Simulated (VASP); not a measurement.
A run of VASP 6.6.1 is set up as follows.

INCAR

```
SYSTEM = Li2O
ALGO = Normal
EDIFF = 1E-7
EDIFFG = -0.005
ENCUT = 600
GGA = PE
IBRION = 2
ISIF = 3
ISMEAR = 0
LASPH = .True.
LCHARG = .False.
LREAL = .False.
LWAVE = .False.
NELM = 100
NSW = 100
PREC = Accurate
SIGMA = 0.02
```

File KPOINTS:

```
k-points
0
Gamma
  8 8 8
  0 0 0
```

POSCAR

```
Li2O
1.0
    0.0000000000      2.3095000000      2.3095000000
    2.3095000000      0.0000000000      2.3095000000
    2.3095000000      2.3095000000      0.0000000000
Li O
2 1
Direct
    0.2500000000      0.2500000000      0.2500000000
    0.7500000000      0.7500000000      0.7500000000
    0.0000000000      0.0000000000      0.0000000000
```

Potentials or basis: VASP PAW PBE potentials, release 64 (Li_sv, O).

Command:

```bash
$ cat potpaw_PBE.64/Li_sv/POTCAR potpaw_PBE.64/O/POTCAR > POTCAR
$ mpirun -np 1 vasp_std > vasp.out
```

Q: Estimate the band gap on the k mesh.

A: 4.97 eV, indirect (least direct gap 5.28 eV).

Final structure:
```xyz
3
Lattice="0.0000 2.3095 2.3095 2.3095 0.0000 2.3095 2.3095 2.3095 0.0000" Properties=species:S:1:pos:R:3 pbc="T T T"
Li    1.1547    1.1547    1.1547
Li    3.4642    3.4642    3.4642
O     0.0000    0.0000    0.0000
```

Caveat: the relaxation stopped at its first step, so nothing moved. A k mesh can miss the band edges.
